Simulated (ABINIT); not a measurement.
# Pb (C2/m) in ABINIT: reference runs

Reference runs on Pb: the cell as given.

All numbers are computed with ABINIT 10.8.3 (patched build); they aren't measurements. Logs are shortened: lines on timing, memory, paths and dates and some standing lists are left out, and cuts for length are marked. The log counts tension as positive stress, the text compression.

### 1 Starting point

It takes space group C2/m (No. 12, monoclinic). The conventional cell has a = 6.077 Å, b = 3.501 Å, c = 6.452 Å, α = 90.00°, β = 109.14°, γ = 90.00°. Around Pb (site symmetry m) lie 10 Pb at 3.34 to 3.51 Å.

This isn't the form of Pb at room conditions, which is fcc.

### 2 Single point, PBEsol

run.abi reads:

```
# Pseudopotentials
pp_dirpath "./"
pseudos "Pb.upf"

# Structure
acell 6.6266504471 6.6266504471 12.192314427
rprim
     0.8665214385    -0.4991398567     0.0000000000
     0.8665214385     0.4991398567     0.0000000000
    -0.3278823751     0.0000000000     0.9447185550
ntypat 1
znucl 82
natom 2
typat 1 1
xred
     0.9085084100     0.9085084100     0.7262922000
     0.0914915900     0.0914915900     0.2737078000
chkprim 0
chksymtnons 0
tolsym 1.0e-6

# Plane-wave basis
ecut 28.0

# k points
kptopt 1
ngkpt 9 9 5
nshiftk 1
shiftk 0.0 0.0 0.0

# Exchange and correlation
ixc -116133

# Bands and occupations
nband 18
occopt 3
tsmear 0.00183747

# SCF cycle
nstep 100
tolvrs 1.0e-10

# Output
iomode 3
prtwf 0
prtden 0
prteig 0
prtebands 0
enunit 1
```

Potentials or basis: PseudoDojo NC SR PBEsol v0.4.1 standard.

Started as:

```console
abinit run.abi > log 2>&1
```

run.abo:

```text
.Version 10.8.3 of ABINIT
 Symmetries : space group C2/m (# 12); Bravais mC (1-face-center monocl.)
================================================================================
 Values of the parameters that define the memory need of the present run
     intxc =       0    ionmov =       0      iscf =       7    lmnmax =       6
     lnmax =       6     mgfft =      60  mpssoang =       3    mqgrid =    3001
     natom =       2  nloc_mem =       1    nspden =       1   nspinor =       1
    nsppol =       1      nsym =       4    n1xccc =    2501    ntypat =       1
    occopt =       3   xclevel =       2
       mpw =        3117          nfft =       61440          nkpt =         115
================================================================================
================================================================================

--------------------------------------------------------------------------------
------------- Echo of variables that govern the present computation ------------
--------------------------------------------------------------------------------
 -outvars: echo values of preprocessed input variables --------
            acell      6.6266504471E+00  6.6266504471E+00  1.2192314427E+01 Bohr
              amu      2.07200000E+02
          chkprim           0
      chksymtnons           0
             ecut      2.80000000E+01 Hartree
           enunit           1
                       outvar_i_n : Printing only first  50 k-points.
              ixc     -116133
                       outvar_i_n : Printing only first  50 k-points.
         kptrlatt        9    0    0      0    9    0      0    0    5
          kptrlen      5.95372564E+01
            natom           2
            nband          18
            ngfft          32      32      60
             nkpt         115
            nstep         100
             nsym           4
           ntypat           1
                       prtocc : prtvol=0, do not print more k-points.
           occopt           3
           prtden           0
        prtebands           0
           prteig           0
            prtwf           0
            rprim      8.6652143850E-01 -4.9913985670E-01  0.0000000000E+00
                       8.6652143850E-01  4.9913985670E-01  0.0000000000E+00
                      -3.2788237510E-01  0.0000000000E+00  9.4471855500E-01
          spgroup          12
           tolsym      1.00000000E-06
           tolvrs      1.00000000E-10
           tsmear      1.83747000E-03 Hartree
            typat      1  1
                       outvars : Printing only first  50 k-points.
           xangst      3.9847556735E+00  7.0883388025E-17  4.4269142755E+00
                      -2.3004687058E-02  3.1210858420E-18  1.6683105879E+00
            xcart      7.5300969016E+00  1.3395019024E-16  8.3656555636E+00
                      -4.3472558152E-02  5.8979974568E-18  3.1526501040E+00
             xred      9.0850841000E-01  9.0850841000E-01  7.2629220000E-01
                       9.1491590000E-02  9.1491590000E-02  2.7370780000E-01
            znucl       82.00000

================================================================================

 chkinp: Checking input parameters for consistency.

================================================================================
== DATASET  1 ==================================================================

--- !DatasetInfo
iteration_state: {dtset: 1, }
dimensions: {natom: 2, nkpt: 115, mband: 18, nsppol: 1, nspinor: 1, nspden: 1, mpw: 3117, }
cutoff_energies: {ecut:  28.0, pawecutdg:  -1.0, }
electrons: {nelect:   2.80000000E+01, charge:   0.00000000E+00, occopt:   3.00000000E+00, tsmear:   1.83747000E-03, }
meta: {optdriver: 0, ionmov: 0, optcell: 0, iscf: 7, paral_kgb: 0, }
...

 Real(R)+Recip(G) space primitive vectors, cartesian coordinates (Bohr,Bohr^-1):
 R(1)=  5.7421347 -3.3076254  0.0000000  G(1)=  0.0870756 -0.1511659  0.0302212
 R(2)=  5.7421347  3.3076254  0.0000000  G(2)=  0.0870756  0.1511659  0.0302212
 R(3)= -3.9976450  0.0000000 11.5183057  G(3)=  0.0000000  0.0000000  0.0868183
 Unit cell volume ucvol=  4.3753045E+02 bohr^3
 Angles (23,13,12)=  1.06506081E+02  1.06506081E+02  5.98862194E+01 degrees

 getcut: wavevector=  0.0000  0.0000  0.0000  ngfft=  32  32  60
         ecut(hartree)=     28.000   => boxcut(ratio)=   2.02744

--- Pseudopotential description ------------------------------------------------
- pspini: atom type   1  psp file is ./Pb.upf
12 -116133 2 -1 1678                          pspcod,pspxc,lmax,lloc,mmax
     nproj     2     2     2

   2.48229790E+03                                ecore*ucvol(ha*bohr**3)
--------------------------------------------------------------------------------

================================================================================

--- !BeginCycle
iteration_state: {dtset: 1, }
solver: {iscf: 7, nstep: 100, nline: 4, wfoptalg: 0, }
tolerances: {tolvrs: 1.00E-10, }
...

     iter   Etot(hartree)      deltaE(h)  residm     vres2
 ETOT  1  -140.29793231349    -1.403E+02 4.302E-01 5.029E+00
 ETOT  2  -140.53344564212    -2.355E-01 3.806E-02 1.680E+00
 ETOT  3  -140.53378439865    -3.388E-04 2.953E-03 2.431E-01
 ETOT  4  -140.53380864929    -2.425E-05 3.011E-04 3.965E-03
 ETOT  5  -140.53380950761    -8.583E-07 2.804E-05 1.619E-03
 ETOT  6  -140.53380979209    -2.845E-07 2.309E-05 9.485E-06
 ETOT  7  -140.53380979364    -1.551E-09 2.119E-06 7.632E-07
 ETOT  8  -140.53380979370    -5.861E-11 1.710E-06 1.688E-07
 ETOT  9  -140.53380979373    -2.763E-11 1.709E-07 7.310E-09
 ETOT 10  -140.53380979373     3.695E-13 1.297E-07 9.582E-11

 At SCF step   10       vres2   =  9.58E-11 < tolvrs=  1.00E-10 =>converged.

 Cartesian components of stress tensor (hartree/bohr^3)
  sigma(1 1)=  5.84366249E-05  sigma(3 2)=  0.00000000E+00
  sigma(2 2)=  5.83271365E-05  sigma(3 1)= -9.68229875E-09
  sigma(3 3)=  6.19432943E-05  sigma(2 1)=  0.00000000E+00

--- !ResultsGS
iteration_state: {dtset: 1, }
comment   : Summary of ground state results
lattice_vectors:
- [  5.7421347,  -3.3076254,   0.0000000, ]
- [  5.7421347,   3.3076254,   0.0000000, ]
- [ -3.9976450,   0.0000000,  11.5183057, ]
lattice_lengths: [   6.62665,    6.62665,   12.19231, ]
lattice_angles: [106.506, 106.506,  59.886, ] # degrees, (23, 13, 12)
lattice_volume:   4.3753045E+02
convergence: {deltae:  3.695E-13, res2:  9.582E-11, residm:  1.297E-07, diffor: null, }
etotal    :  -1.40533810E+02
entropy   :   0.00000000E+00
fermie    :   1.71071555E-01
cartesian_stress_tensor: # hartree/bohr^3
- [  5.84366249E-05,   0.00000000E+00,  -9.68229875E-09, ]
- [  0.00000000E+00,   5.83271365E-05,   0.00000000E+00, ]
- [ -9.68229875E-09,   0.00000000E+00,   6.19432943E-05, ]
pressure_GPa:  -1.7526E+00
xred      :
- [  9.0851E-01,   9.0851E-01,   7.2629E-01, Pb]
- [  9.1492E-02,   9.1492E-02,   2.7371E-01, Pb]
cartesian_forces: # hartree/bohr
- [  5.25661837E-04,  -6.94413126E-20,  -2.47147106E-03, ]
- [ -5.25661837E-04,   6.94413126E-20,   2.47147106E-03, ]
force_length_stats: {min:   2.52675475E-03, max:   2.52675475E-03, mean:   2.52675475E-03, }
...

 Integrated electronic density in atomic spheres:
 ------------------------------------------------
 Atom  Sphere_radius  Integrated_density
    1        2.00000         10.05219353
    2        2.00000         10.05219353
================================================================================

 ----iterations are completed or convergence reached----

 Mean square residual over all n,k,spin=   19.097E-11; max=  12.970E-08
 reduced coordinates (array xred) for    2 atoms
       0.908508410000      0.908508410000      0.726292200000
       0.091491590000      0.091491590000      0.273707800000
 rms dE/dt=  1.7820E-02; max dE/dt=  3.0569E-02; dE/dt below (all hartree)
    1      -0.003018421063     -0.003018421063      0.030568568585
    2       0.003018421063      0.003018421063     -0.030568568585

 cartesian coordinates (angstrom) at end:
    1      3.98475567350261     0.00000000000000     4.42691427550713
    2     -0.02300468705829     0.00000000000000     1.66831058785658

 cartesian forces (hartree/bohr) at end:
    1      0.00052566183706    -0.00000000000000    -0.00247147106399
    2     -0.00052566183706     0.00000000000000     0.00247147106399
 frms,max,avg= 1.4588225E-03 2.4714711E-03   0.000E+00  0.000E+00  0.000E+00 h/b

 cartesian forces (eV/Angstrom) at end:
    1      0.02703061847335    -0.00000000000000    -0.12708815190447
    2     -0.02703061847335     0.00000000000000     0.12708815190447
 frms,max,avg= 7.5015671E-02 1.2708815E-01   0.000E+00  0.000E+00  0.000E+00 e/A
 length scales=  6.626650447100  6.626650447100 12.192314427000 bohr
              =  3.506672398847  3.506672398847  6.451894938555 angstroms
 Fermi (or HOMO) energy (eV) =   4.65509   Average Vxc (eV)= -10.29296
 Eigenvalues (   eV  ) for nkpt= 115  k points:
 kpt#   1, nband= 18, wtk=  0.00247, kpt=  0.0000  0.0000  0.0000 (reduced coord)
 -12.38890  -12.26763  -12.26760  -12.26499  -12.26355  -12.25124  -12.13389  -12.12502
 -12.08982  -12.08159   -6.79718   -3.71624    0.68530   10.91123   11.10789   11.15973
  11.21071   11.32389
 prteigrs : prtvol=0 or 1, do not print more k-points.

--- !EnergyTerms
iteration_state     : {dtset: 1, }
comment             : Components of total free energy in Hartree
kinetic             :  6.89012499804391E+01
hartree             :  2.73435690597935E+01
xc                  : -3.96048282039316E+01
Ewald energy        : -9.28469193700932E+01
psp_core            :  5.67342891304891E+00
local_psp           : -8.13611454009716E+01
non_local_psp       : -2.86388700391922E+01
internal            : -1.40533515060907E+02
'-kT*entropy'       : -2.94732819205433E-04
total_energy        : -1.40533809793726E+02
total_energy_eV     : -3.82411977891632E+03
band_energy         : -9.06242623002826E+00
...

 Cartesian components of stress tensor (hartree/bohr^3)
  sigma(1 1)=  5.84366249E-05  sigma(3 2)=  0.00000000E+00
  sigma(2 2)=  5.83271365E-05  sigma(3 1)= -9.68229875E-09
  sigma(3 3)=  6.19432943E-05  sigma(2 1)=  0.00000000E+00

-Cartesian components of stress tensor (GPa)         [Pressure= -1.7526E+00 GPa]
- sigma(1 1)=  1.71926486E+00  sigma(3 2)=  0.00000000E+00
- sigma(2 2)=  1.71604360E+00  sigma(3 1)= -2.84863064E-04
- sigma(3 3)=  1.82243464E+00  sigma(2 1)=  0.00000000E+00

== END DATASET(S) ==============================================================
================================================================================

 -outvars: echo values of variables after computation  --------
            acell      6.6266504471E+00  6.6266504471E+00  1.2192314427E+01 Bohr
           etotal     -1.4053380979E+02
            fcart      5.2566183706E-04 -6.9441312604E-20 -2.4714710640E-03
                      -5.2566183706E-04  6.9441312604E-20  2.4714710640E-03
            rprim      8.6652143850E-01 -4.9913985670E-01  0.0000000000E+00
                       8.6652143850E-01  4.9913985670E-01  0.0000000000E+00
                      -3.2788237510E-01  0.0000000000E+00  9.4471855500E-01
           strten      5.8436624868E-05  5.8327136454E-05  6.1943294333E-05
                       0.0000000000E+00 -9.6822987493E-09  0.0000000000E+00
           xangst      3.9847556735E+00  7.0883388025E-17  4.4269142755E+00
                      -2.3004687058E-02  3.1210858420E-18  1.6683105879E+00
             xred      9.0850841000E-01  9.0850841000E-01  7.2629220000E-01
                       9.1491590000E-02  9.1491590000E-02  2.7370780000E-01
 Calculation completed.
```

Run time: 2.4 min. Hardware: 1 thread of AMD EPYC 7R43 (Zen 3), shared host; peak memory 0.16 GiB.

Results:

* Free energy: -3824.1198 eV
* Pressure: -1.8 GPa
* Largest force: 0.130 eV/Å
* Band gap on the k mesh: none (metal or under the smearing width)
* Valence electrons inside the program's atomic spheres: Pb 10.05 (radii [1.0584] Å)

Forces on the atoms (eV/Å):
```
Pb   0.027  0.000 -0.127
Pb  -0.027  0.000  0.127
```

Stress tensor (GPa, compression positive):
```
-1.72  0.00  0.00
 0.00 -1.72  0.00
 0.00  0.00 -1.82
```

The run has no spin-orbit coupling, so splittings on Pb are missing.
